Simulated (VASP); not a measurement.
# Si (P6/mmm) in VASP: a series of runs

The runs below take Si through single point, relaxation of cell and atoms, with r2SCAN.

Everything below comes from runs of VASP 6.6.1. Logs are shortened: lines on timing, memory, paths and dates and some standing lists are left out, and cuts for length are marked.

## Step 1: The crystal as given

The structure is hexagonal, space group P6/mmm (No. 191). The conventional cell has a = 2.653 Å, b = 2.653 Å, c = 2.439 Å, α = 90.00°, β = 90.00°, γ = 120.00°. Around Si (site symmetry 6/mmm) lie 8 Si at 2.44 to 2.65 Å.

The cell was built by a generator and needn't be a form met in nature.

## Step 2: Single point, r2SCAN

Input file POSCAR:

```
Si
1.0
    2.6534959244      0.0000000000      0.0000000000
   -1.3267479622      2.2979948794      0.0000000000
    0.0000000000      0.0000000000      2.4389322453
Si
1
Direct
    0.0000000000      0.0000000000      0.0000000000
```

Input file INCAR.step1:

```
SYSTEM = Si
  ALGO = Normal
  EDIFF = 1E-4
  ENCUT = 520
  GGA = PE
  ISMEAR = 0
  LASPH = .TRUE.
  LCHARG = .FALSE.
  LREAL = .FALSE.
  LWAVE = .TRUE.
  NBANDS = 8
  NELM = 100
  PREC = Accurate
  SIGMA = 0.1
```

Input file INCAR.step2:

```
SYSTEM = Si
  ALGO = Normal
  EDIFF = 1E-6
  ENCUT = 520
  ISIF = 2
  ISMEAR = 0
  ISTART = 1
  LASPH = .TRUE.
  LCHARG = .FALSE.
  LMIXTAU = .TRUE.
  LREAL = .FALSE.
  LWAVE = .FALSE.
  METAGGA = R2SCAN
  NBANDS = 8
  NELM = 100
  PREC = Accurate
  SIGMA = 0.1
```

Input file KPOINTS:

```
k-points
0
G
  9 9 6
  0 0 0
```

Potentials or basis: VASP PAW PBE potentials, release 64 (Si).

The run is started by

```bash
> cat potpaw_PBE.64/Si/POTCAR > POTCAR
> cp INCAR.step1 INCAR
> mpirun -np 1 vasp_std > vasp.out
> cp INCAR.step2 INCAR
> mpirun -np 1 vasp_std > vasp.out
```

OUTCAR:

```text
SYSTEM = Si
   EDIFF = 1E-6
   ENCUT = 520
   ISIF = 2
   ISMEAR = 0
   ISTART = 1
   LASPH = .TRUE.
   LREAL = .FALSE.
   METAGGA = R2SCAN
   NELM = 100
   PREC = Accurate

 ion  position               nearest neighbor table
   1  0.000  0.000  0.000-

  LATTYP: Found a hexagonal cell.
 ALAT       =     2.6534959244
 C/A-ratio  =     0.9191392468

  Lattice vectors:

 A1 = (   2.6534959244,   0.0000000000,   0.0000000000)
 A2 = (  -1.3267479622,   2.2979948794,   0.0000000000)
 A3 = (   0.0000000000,   0.0000000000,   2.4389322453)

Analysis of symmetry for initial positions (statically):
=====================================================================
 Subroutine PRICEL returns:
 Original cell was already a primitive cell.

 Routine SETGRP: Setting up the symmetry group for a
 hexagonal supercell.

 Subroutine GETGRP returns: Found 24 space group operations
 (whereof 24 operations were pure point group operations)
 out of a pool of 24 trial point group operations.

The static configuration has the point symmetry D_6h.

Analysis of symmetry for dynamics (positions and initial velocities):
=====================================================================
 Subroutine PRICEL returns:
 Original cell was already a primitive cell.

 Routine SETGRP: Setting up the symmetry group for a
 hexagonal supercell.

 Subroutine GETGRP returns: Found 24 space group operations
 (whereof 24 operations were pure point group operations)
 out of a pool of 24 trial point group operations.

The dynamic configuration has the point symmetry D_6h.

 Subroutine INISYM returns: Found 24 space group operations
 (whereof 24 operations are pure point group operations),
 and found     1 'primitive' translations

----------------------------------------------------------------------------------------

                                     Primitive cell

  volume of cell :      14.8719

  direct lattice vectors                    reciprocal lattice vectors
     2.653495924  0.000000000  0.000000000     0.376861329  0.217580990  0.000000000
    -1.326747962  2.297994879  0.000000000     0.000000000  0.435161979  0.000000000
     0.000000000  0.000000000  2.438932245     0.000000000  0.000000000  0.410015490

  length of vectors
     2.653495924  2.653495924  2.438932245     0.435161979  0.435161979  0.410015490

  position of ions in fractional coordinates (direct lattice)
     0.000000000  0.000000000  0.000000000
[... 78 lines left out ...]
   EDIFFG = 0.1E-04   stopping-criterion for IOM
   NSW    =      0    number of steps for IOM
   IBRION =     -1    ionic relax: 0-MD 1-quasi-New 2-CG
   NFREE  =      0    steps in history (QN), initial steepest desc. (CG)
   ISIF   =      2    stress and relaxation
   ISYM   =      2    0-nonsym 1-usesym 2-fastsym
   POTIM  = 0.5000    time-step for ionic-motion
   TEBEG  =    0.0;   TEEND  =   0.0 temperature during run
   PSTRESS=    0.0 pullay stress
   NELECT =       4.0000    total number of electrons
   NUPDOWN=      -1.0000    fix difference up-down
   EMIN   =  10.00;   EMAX   =-10.00  energy-range for DOS
   EFERMI =   0.00;   METHOD = LEGACY
   ISMEAR =     0;   SIGMA  =   0.10  broadening in eV -4-tet -1-fermi 0-gaus
   EFERMI_NEDOS =   21; number of points for ismear=-14 and -15
   IALGO  =     38    algorithm
   IMIX   =      4    mixing-type and parameters
     AMIX     =   0.40;   BMIX     =  1.00
     AMIX_MAG =   1.60;   BMIX_MAG =  1.00
  volume/ion in A,a.u.               =      14.87       100.36
  Fermi-wavevector in a.u.,A,eV,Ry     =   1.056750  1.996969 15.193917  1.116721
  Thomas-Fermi vector in A             =   2.191998
   LORBIT       =      0    0 simple, 1 ext, 2 COOP (PROOUT), +10 PAW based schemes
   METAGGA = R2SCAN    functional components
   LHFCALC =     F    Hartree Fock is set to
   AEXX    =    0.0000 exact exchange contribution
   IVDW    =     0    specifies the selected vdW correction
   LEPSILON=     F    determine dielectric tensor
   LRPA    =     F    only Hartree local field effects (RPA)
 non-spin polarized calculation
 Gauss-broadening in eV      SIGMA  =   0.10
  energy-cutoff  :      520.00
  volume of cell :       14.87
 maximum number of plane-waves:       411
 NGX is ok and might be reduce to    20
   NGX =  9   NGY =  9   NGZ =  9

 number of electron       4.0000000 magnetization

 Free energy of the ion-electron system (eV)
  ---------------------------------------------------
  ext. energy  EPLUGINS =         0.00000000
  ---------------------------------------------------
  free energy    TOTEN  =        -8.37001410 eV

  energy without entropy =       -8.36836433  energy(sigma->0) =       -8.36918921

 E-fermi :   9.6998     XC(G=0): -11.6157

 val. band max:        9.4811661887   @ k =   0.2222   0.1111   0.0000
 cond. band min:       9.7951920298   @ k =   0.3333   0.2222   0.5000
 fundamental gap:      0.3140258411
 Fermi energy:         9.6997724057

 k-point     1 :       0.0000    0.0000    0.0000
  band No.  band energies     occupation
      1      -5.2578      2.00000
      2      17.6018      0.00000
      3      18.6509      0.00000
      4      19.9636      0.00000
      5      19.9636      0.00000
      6      22.2357      0.00000
      7      22.2358      0.00000
      8      27.8948      0.00000
[... 243 lines left out ...]
 k-point    24 :       0.3333    0.3333    0.1667
  band No.  band energies     occupation
      1       3.9630      2.00000
      2       5.3317      2.00000
      3       5.3317      2.00000
      4      19.3997      0.00000
      5      22.6549      0.00000
      6      22.6550      0.00000
      7      30.6902      0.00000
      8      30.6902      0.00000

 [... further k-points ...]

------------------------ aborting loop because EDIFF is reached ----------------------------------------

  FORCE on cell =-STRESS in cart. coord.  units (eV):
  Direction    XX          YY          ZZ          XY          YZ          ZX
  --------------------------------------------------------------------------------------
  -------------------------------------------------------------------------------------
  Total        0.0007907      0.0007907     -0.0273693      0.0000000      0.0000000      0.0000000
  in kB        0.0851801      0.0851801     -2.9485350      0.0000000      0.0000000      0.0000000
  external PRESSURE =      -0.9260582 kB  Pullay stress =       0.0000000 kB

 VOLUME and BASIS-vectors are now :
 -----------------------------------------------------------------------------
  energy-cutoff  :      520.00
  volume of cell :       14.87
      direct lattice vectors                 reciprocal lattice vectors
     2.653495924  0.000000000  0.000000000     0.376861329  0.217580990  0.000000000
    -1.326747962  2.297994879  0.000000000     0.000000000  0.435161979  0.000000000
     0.000000000  0.000000000  2.438932245     0.000000000  0.000000000  0.410015490

 POSITION                                       TOTAL-FORCE (eV/Angst)
 -----------------------------------------------------------------------------------
      0.00000      0.00000      0.00000         0.000000      0.000000      0.000000
 -----------------------------------------------------------------------------------
    total drift:                                0.000000      0.000000      0.000000

  FREE ENERGIE OF THE ION-ELECTRON SYSTEM (eV)
  ---------------------------------------------------
  free  energy   TOTEN  =        -8.3700141018 eV

  energy  without entropy=       -8.3683643261  energy(sigma->0) =       -8.36918921
```

OUTCAR.step1:

```text
SYSTEM = Si
   EDIFF = 1E-4
   ENCUT = 520
   GGA = PE
   ISMEAR = 0
   LASPH = .TRUE.
[... 484 lines left out ...]
 -----------------------------------------------------------------------------------
      0.00000      0.00000      0.00000        -0.000000      0.000000      0.000000
 -----------------------------------------------------------------------------------
    total drift:                               -0.000000     -0.000000      0.000000

  FREE ENERGIE OF THE ION-ELECTRON SYSTEM (eV)
  ---------------------------------------------------
  free  energy   TOTEN  =        -5.1567839046 eV

  energy  without entropy=       -5.1552960889  energy(sigma->0) =       -5.15604000
```

OSZICAR.step1:

```text
N       E                     dE             d eps       ncg     rms          rms(c)
DAV:   1    -0.260812769823E+01   -0.26081E+01   -0.19210E+03   864   0.395E+02
DAV:   2    -0.515208667412E+01   -0.25440E+01   -0.24299E+01  1152   0.301E+01
DAV:   3    -0.516600265595E+01   -0.13916E-01   -0.13913E-01   904   0.234E+00
DAV:   4    -0.516601735408E+01   -0.14698E-04   -0.14700E-04  1200   0.799E-02
DAV:   5    -0.516601736001E+01   -0.59337E-08   -0.44602E-08   896   0.947E-04    0.294E+00
DAV:   6    -0.516019311000E+01    0.58243E-02   -0.33477E-03   904   0.263E-01    0.169E+00
DAV:   7    -0.515679968005E+01    0.33934E-02   -0.71142E-03   912   0.399E-01    0.166E-01
DAV:   8    -0.515678390456E+01    0.15775E-04   -0.30287E-04   816   0.966E-02
   1 F= -.51567839E+01 E0= -.51560400E+01  d E =-.148782E-02
```

It took 12 s on 1 thread of Intel Xeon Platinum 8488C (Sapphire Rapids), shared host; peak memory 0.12 GiB.

What came out:

```
Free energy            : -8.3700 eV
Pressure               : -0.1 GPa
Band gap on the k mesh : none (metal or under the smearing width)
```

Stress tensor (GPa, compression positive):
```
 0.01  0.00  0.00
 0.00  0.01  0.00
 0.00  0.00 -0.29
```

Caveat: the k mesh is coarse (spacing up to 0.43 Å⁻¹), so the values aren't converged; the PAW data sets were made with another functional, which shifts forces and pressure a little.

## Step 3: Relaxation of cell and atoms, r2SCAN

This run uses another cell than the first one, of 15.11 Å³/atom, 1.016 times its volume.

Input file POSCAR:

```
Si
1.0
    2.6310666699      0.0000000000      0.0000000000
   -1.3155333350      2.2785705752      0.0000000000
    0.0000000000      0.0000000000      2.5197059798
Si
1
Direct
    0.0000000000      0.0000000000      0.0000000000
```

Input file INCAR.step1:

```
SYSTEM = Si
PREC = Accurate
ENCUT = 600
ISMEAR = 0
SIGMA = 0.1
LREAL = .FALSE.
LASPH = .TRUE.
NELM = 100
GGA = PE
ALGO = Normal
EDIFF = 1E-4
LWAVE = .TRUE.
LCHARG = .FALSE.
```

Input file INCAR.step2:

```
SYSTEM = Si
PREC = Accurate
ENCUT = 600
EDIFF = 1E-6
ISMEAR = 0
SIGMA = 0.1
LREAL = .FALSE.
LASPH = .TRUE.
NELM = 100
ALGO = Normal
ISIF = 3
LWAVE = .FALSE.
LCHARG = .FALSE.
METAGGA = R2SCAN
LMIXTAU = .TRUE.
IBRION = 2
NSW = 90
EDIFFG = -0.04
ISTART = 1
```

Input file KPOINTS:

```
regular mesh
0
G
  9 9 6
  0 0 0
```

Potentials or basis: VASP PAW PBE potentials, release 64 (Si).

The run is started by

```bash
> cat potpaw_PBE.64/Si/POTCAR > POTCAR
> cp INCAR.step1 INCAR
> mpirun -np 1 vasp_std > vasp.out
> cp INCAR.step2 INCAR
> mpirun -np 1 vasp_std > vasp.out
```

Run time: 50 s. Hardware: 1 thread of Intel Xeon Platinum 8488C (Sapphire Rapids), shared host; peak memory 0.13 GiB.

Results (log left out):

```
Free energy                            : -8.3699 eV
Relaxed volume                         : 14.87 Å³/atom
Relaxed cell                           : a = 2.654 Å, b = 2.654 Å, c = 2.437 Å, α = 90.00°, β = 90.00°, γ = 120.00°
Space group after relaxing (to 0.05 Å) : P6/mmm (No. 191)
Energy gained by relaxing              : 12.4 meV/atom
Ionic steps                            : 9
Pressure after relaxing                : 0.0 GPa
Band gap on the k mesh                 : none (metal or under the smearing width)
```

The path:
| step | energy change (eV) | largest force (eV/Å) | pressure (GPa) | volume (Å³) |
| --- | --- | --- | --- | --- |
| 1 | 0.0000 | 0.0000 | -1.95 | 15.11 |
| 2 | -0.0117 | 0.0000 | 1.30 | 14.70 |
| 3 | -0.0117 | 0.0000 | 0.93 | 14.74 |
| 4 | -0.0118 | 0.0000 | 1.13 | 14.72 |
| 5 | -0.0120 | 0.0000 | -0.27 | 14.91 |
| 6 | -0.0123 | 0.0000 | 0.34 | 14.83 |
| 7 | -0.0123 | 0.0000 | 0.27 | 14.83 |
| 8 | -0.0123 | 0.0000 | -0.30 | 14.89 |
| 9 | -0.0124 | 0.0000 | -0.03 | 14.87 |

Final structure:
```
Si
1.0
     2.65388    0.00000    0.00000
    -1.32694    2.29833    0.00000
     0.00000    0.00000    2.43739
Si
1
Direct
  0.00000 0.00000 0.00000
```

Levels at points of the mesh, in eV from the Fermi level:
```
           k point  band 1  band 2  band 3  band 4  band 5
(0.00, 0.00, 0.00)  -14.96    7.91    8.98   10.25   10.25
(0.00, 0.00, 0.50)   -9.55   -7.64   14.45   14.45   15.63
```

Caveat: the k mesh is coarse (spacing up to 0.42 Å⁻¹), so the values aren't converged; the PAW data sets were made with another functional, which shifts forces and pressure a little.

[end of part 1 of 2]
